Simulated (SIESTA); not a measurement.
Crystal: GaN.

```
Ga N
1.0
     0.00000    2.25350    2.25350
     2.25350    0.00000    2.25350
     2.25350    2.25350    0.00000
Ga N
1 1
Direct
  0.00000 0.00000 0.00000
  0.25000 0.25000 0.25000
```

The cell is a database's computed one.

Base run:

- Program: SIESTA 5.4.2
- Functional: PBE
- Potentials or basis: PseudoDojo 0.4 standard (PBE files)
- Basis: DZP (energy shift 0.002 Ry; radii capped at 9.5 bohr)
- Grid cutoff: 800 Ry
- Energy shift: 0.002 Ry
- k mesh: 10 × 10 × 10
- Occupations: fermi-dirac, width 0.05 eV
- Spin: no spin polarisation

Its results: band gap on the k mesh 1.72 eV, direct; pressure 9.0 GPa.

Task: After a change of settings the same cell gave: band gap on the k mesh 1.74 eV, direct; pressure 9.9 GPa. Which change was it?
A. basis from DZP (energy shift 0.002 Ry; radii capped at 9.5 bohr) to SZ (energy shift 0.002 Ry; radii capped at 9.5 bohr)
B. functional from PBE to LDA; potentials or basis from PseudoDojo 0.4 standard (PBE files) to PseudoDojo 0.4 standard (LDA files)
C. functional from PBE to BLYP
D. functional from PBE to B86bPBE

Result: D.

Caveats: semicore shells carry a single zeta, which can move pressures by several GPa and volumes by a few percent; the basis of atomic orbitals isn't converged, which shifts pressures, moduli and gaps; the potentials were made for another functional, which shifts forces and pressure (some runs).

Not every run made on this cell is shown here.
